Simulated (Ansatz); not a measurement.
**Cu under pressure: fit and missing row**

Cu, P6_3/mmc, a = 2.529 Å, c = 8.264 Å. This isn't the element's structure at ambient conditions. Ansatz: r2SCAN, PAW, 500 eV, Γ-centred 18×18×6 mesh on 4 atoms, Gaussian smearing 0.10 eV; no spin polarisation. Cell and atoms are relaxed at each pressure, and no other structure is tried, so the rows at high pressure may lie past a change of phase.

```
V (Å³/atom) P (GPa)
      9.225    60.00
     10.027    30.01
     10.606    15.00
          ?     8.00
     11.244     3.03
     11.446     0.00
     11.671    -2.99
```

Q: Take V0 = 11.446 Å³/atom, fit the third-order Birch–Murnaghan form to the other rows, and predict the missing volume.

A: With the Eulerian strain f = ½[(V0/V)^(2/3) − 1] and y = P/[3f(1 + 2f)^(5/2)], the form is the line y = B0 + 1.5 B0 (B0′ − 4) f. Rows (f, y): 0.07734, 180.5; 0.04612, 174.0; 0.02606, 169.0; 0.00597, 164.2; -0.00645, 159.6. Means f = 0.02981, y = 169.46; Σ(Δf)² = 0.004422, ΣΔfΔy = 1.083; the slope is their ratio. y = 162.2 + 245.0 f GPa, so B0 = 162.2 GPa and B0′ = 4 + 2 × (245.0)/(3 × 162.2) = 5.01. P = 8.00 GPa is met at f = 0.01494 (y = 165.86), so V = V0 (1 + 2f)^(−3/2) = 10.952 Å³/atom. The run gave 10.953 Å³/atom, so the fit is 0.001 Å³/atom too low, within the rms miss on the fitted rows (0.003 Å³/atom).

The mesh isn't the same in all rows (18×18×6, 24×24×6).